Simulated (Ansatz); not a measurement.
# Transmission past a defect: (3,3) C nanotube, vacancy of one C, part 2 of 4

Wanted: the relaxed defect and the transmission past it, beside the channels of the perfect wire.

Ansatz 0.2.0; DFT PBE, plane waves, PAW; relaxation of a wire's period (the session's first sound run).

So far. Step 2 (The relaxed wire): The cell's length comes to 2.466 Å with spin left out.

## Step 3: Bands of the perfect wire

This step: DFT PBE, plane waves, PAW; channels and complex bands of a perfect wire (Ansatz 0.2.0).

At the relaxed period the Bloch states of the perfect wire are found at each energy: those that move forward count the open channels, and those that decay describe how a disturbance dies away inside the wire itself. An energy step of 0.035 eV is under the 0.039 eV that the program asks for its thermal average at 300 K.

The input, input.yaml:

```yaml
crystal:
  lattice:
    - [10.868, 0.0, 0.0]
    - [0.0, 10.806, 0.0]
    - [0.0, 0.0, 2.4664819415]
  atoms:
    - { symbol: C, position: [0.648270349, 0.62532147, 0.0] }
    - { symbol: C, position: [0.693514287, 0.500080886, 0.0] }
    - { symbol: C, position: [0.306485713, 0.499919114, 0.5] }
    - { symbol: C, position: [0.351729651, 0.37467853, 0.5] }
    - { symbol: C, position: [0.466301161, 0.691757203, 0.5] }
    - { symbol: C, position: [0.596808737, 0.668744024, 0.5] }
    - { symbol: C, position: [0.596793604, 0.331410617, 0.5] }
    - { symbol: C, position: [0.681870799, 0.433551834, 0.5] }
    - { symbol: C, position: [0.318129201, 0.566448166, 0.0] }
    - { symbol: C, position: [0.403206396, 0.668589383, 0.0] }
    - { symbol: C, position: [0.403191263, 0.331255976, 0.0] }
    - { symbol: C, position: [0.533698839, 0.308242797, 0.0] }
kpoints:
  mp_grid: { grid: [1, 1, 33] }
scf:
  occupations: { method: fermi_dirac, width: 0.05 }
hamiltonian:
  xc: pbe
output:
  transmission:
    e_range: [-1.26, 1.26]
    de: 0.035
    kmesh: [1, 1]
    reduced_basis: true
    leads: [[0, 0]]
basis:
  ecutwfc: "350 eV"
```

Run with:

```console
$ ansatz run input.yaml --threads 4 --pin off --max-ram 16384MiB --backend cpu --events-out ev --progress --plain --runs-dir out
```

Numbers of over 12 decimals in the logs are rounded to 6 here.

Log:

```text
Warning: basis.ecutwfc = 350 eV is below the records' recommended 420 eV, and the density's cutoff is lower with it unless basis.ecutrho_ratio is high enough to keep the records' density cutoff: compare with a run at a higher cutoff
[...]
Crystal: 12 atoms, lattice volume = 289.663 Å³
Basis set: ecut = 350 eV, 4291 PW (Γ)
Bands: 36, of which v1, the nominal top of the filled ones, is band 24 counted from 1 (23 counted from 0)
Symmetry: 4 space group operations
[...]
k-points: 17 of 33
[...]
SCF iter   1: F=—  HF=-3005.233207 eV  |F-HF|=—  |Δ(HF+E_count)|=         —  Δρ=6.35e-3  dr2=7.29e-2  ethr=1.77e-3  ⟨swp⟩=11.5  Hψ=3924  notcnv=0  defer=59
[...]
SCF iter   8: F=-3005.230900 eV  HF=-3005.230900 eV  |F-HF|=1.08e-8  |Δ(HF+E_count)|=   1.19e-7  Δρ=2.47e-6  dr2=1.44e-8  ethr=2.08e-10  ⟨swp⟩=17.2  Hψ=3245  notcnv=0
SCF 1 converged in 8 iterations: F = -3005.230900 eV  dr2 = 1.44e-8
[...]
transmission: 4 of 4 steps passed
SCF converged after 8 iterations
Free energy (F): -3005.230900 eV
[...]
Internal energy: -3005.227168 eV  (E = F + TS)
E sigma→0 (E₀):  -3005.229034 eV
Entropy (-TS):   -0.003732 eV (-0.311 meV/atom)
Fermi energy:    0.002749 eV
[...]
--- Band table (eV; the first three rows and the last of 17) ---
  k-point 0: bands = [... 20 lower, -3.9475, -3.5181, -3.2348, -1.4683, 1.1248, 3.0731, 3.3718, 3.4007, ... 8 higher]
  k-point 1: bands = [... 20 lower, -3.9312, -3.5429, -3.3026, -1.4513, 1.1272, 3.0950, 3.3862, 3.4027, ... 8 higher]
  k-point 2: bands = [... 20 lower, -3.8827, -3.6171, -3.4997, -1.4007, 1.1309, 3.1604, 3.4034, 3.4283, ... 8 higher]
  k-point 16: bands = [... 20 lower, -2.8035, -2.8022, -2.4625, -2.4610, 0.8769, 0.8773, 1.0815, 1.0824, ... 8 higher]
--- Transmission ---
  basis      : 861 plane waves across, 4 finite elements along
  points     : 1, standing for a mesh of 1 x 1
  filling    : by the input's occupations and mesh, since the crystals that have channels conduct as metals do. If one of these is a semiconductor, that mesh has misplaced its level
  energies   : 73 from -1.260000 to 1.260000 eV about the Fermi level, 0.035000 eV apart; the leads are filled to 0.000000 eV, and channels, transmission and decay are at 0.000000 eV
  crystal 0  : C12, at the sites [0, 0], period 2.4665 Å: whole cells are its period
    offset         : up to 0.0000 Å between an atom of the period and one for which it stands
    filled         : 8.1 meV over the level at which it is neutral
    channels       : 2.000000e0 a spin
    conductance    : 1.3158e14 S/m² at 300 K; may be off by some 0.1 % by where its bands' edges are placed, 0.0 % from the distance to neutral
```

The job ended after 14 min (4 threads of Arm Neoverse N1, shared host; peak memory 5.8 GiB; 51 min of CPU time).

This step gave:

```yaml
energy_at_zero_smearing: -3005.2290 eV
channels_at_the_energy_nearest_the_fermi_level_one_spin: 2
conductance_of_the_lead_as_this_run_defines_it: 1.994 G₀
band_gap: 0 eV
```

Table of open channels of the lead, one spin by energy, zero at the Fermi level:

```
energy (eV)  open channels of the lead, one spin
     -1.190                                    2
     -1.085                                    2
     -1.015                                    2
     -0.910                                    2
     -0.805                                    2
     -0.700                                    2
     -0.595                                    2
     -0.490                                    2
     -0.385                                    2
     -0.315                                    2
     -0.210                                    2
     -0.105                                    2
      0.000                                    2
      0.105                                    2
      0.210                                    2
      0.315                                    2
      0.385                                    2
      0.490                                    2
      0.595                                    2
      0.700                                    2
      0.805                                    6
      0.910                                    6
      1.015                                    6
      1.085                                    6
      1.190                                    5
```

The slowest values at each energy, most degenerate partners merged, listed up to 1.5 1/Å. The Im kz of the slowest decaying states by energy, zero at the Fermi level:

```
energy (eV)  decay 1 (Å⁻¹)  decay 2 (Å⁻¹)  decay 3 (Å⁻¹)  decay 4 (Å⁻¹)
     -1.190          0.218          0.219          0.370          0.417
     -1.015          0.228          0.228          0.381          0.423
     -0.805          0.234          0.234          0.392          0.429
     -0.595          0.234          0.235          0.402          0.431
     -0.385          0.230          0.230          0.411          0.427
     -0.210          0.222          0.222          0.417          0.422
      0.000          0.206          0.207          0.415          0.424
      0.210          0.183          0.184          0.405          0.430
      0.385          0.155          0.156          0.394          0.434
      0.595          0.101          0.102          0.375          0.437
      0.805          0.342          0.440          0.442          0.443
      1.015          0.263          0.439          0.439          0.441
      1.190          0.198          0.435          0.436          0.441
```

By hand: the program gives 1.3158 × 10^14 S/m² over the cell's cross-section of 117.44 Å² = 1.174 × 10^-18 m², so one cell conducts 1.545 × 10^-4 S. Divided by G0 = 2e²/h = 7.748 × 10^-5 S this is 1.99 G0, a resistance of 6.47 kΩ.

At the computed energy nearest the Fermi level there are 2 channels a spin, and the thermal average gives 1.99 G₀.

(Continued in part 3 of 4.)

[Logs are printed without paths, hosts, clocks, repeated set-up lines and the standing remarks that a program may print on its own settings, such as how far it seeks lower states.]

[Hosts, paths, dates, database ids (printed as entryN), source tags and the programs' standing remarks are cut or masked in the printed files.]
